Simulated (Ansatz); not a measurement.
Set up this calculation in Ansatz 0.2.0, as the native input.

```yaml
Task: relaxation of cell and atoms
Functional: PBE
Potentials_or_basis: Ansatz PAW
Cutoff: "420 eV (not typed: the program's choice for these potentials)"
k_mesh: 12 × 12 × 12
Occupations: fermi-dirac, width 0.05 eV
Spin: no spin polarisation
Target_pressure: 5 GPa
Target_pressure_GPa: 5
```

Mo:

```
CELL_PARAMETERS angstrom
-1.58381 1.58381 1.58381
1.58381 -1.58381 1.58381
1.58381 1.58381 -1.58381
ATOMIC_POSITIONS crystal
Mo 0.00000 0.00000 0.00000
```

The input as run:

input.yaml

```yaml
crystal:
  lattice:
    - [-1.5838089719, 1.5838089719, 1.5838089719]
    - [1.5838089719, -1.5838089719, 1.5838089719]
    - [1.5838089719, 1.5838089719, -1.5838089719]
  atoms:
    - { symbol: Mo, position: [0.0, 0.0, 0.0] }
hamiltonian:
  xc: pbe
  pseudopotentials: { kind: paw }
kpoints:
  mp_grid: { grid: [12, 12, 12] }
scf:
  occupations: { method: fermi_dirac, width: 0.05 }
output:
  forces: true
  stress: true
  eigenvalues: true
relax:
  f_tol: 0.01
  max_steps: 40
  cell: { stress_tol: 0.05, p_target: 5.0 }
```

Potentials or basis: Ansatz PAW.

The run is started by

```bash
$ ansatz run input.yaml --threads 2 --pin off --max-ram 5632MiB --backend cpu --events-out ev --progress --plain --runs-dir out
```

It gave:

The relaxed volume is 15.49 Å³/atom, the relaxed cell is a = 2.720 Å, b = 2.720 Å, c = 2.720 Å, α = 109.47°, β = 109.47°, γ = 109.47° and the space group after relaxing (to 0.05 Å) is Im-3m (No. 229). The energy change on relaxing (the enthalpy is what falls) is +3.8 meV/atom. The ionic steps are 4, the pressure after relaxing is 5.0 GPa and the band gap on the k mesh is none (metal or under the smearing width).

Caveat: the plane-wave basis is chosen anew once the cell has moved, so the energies of steps on either side of that aren't comparable.

Wall time 2.1 s on 2 threads of Arm Neoverse V2, on a shared host, peak memory 0.27 GiB.
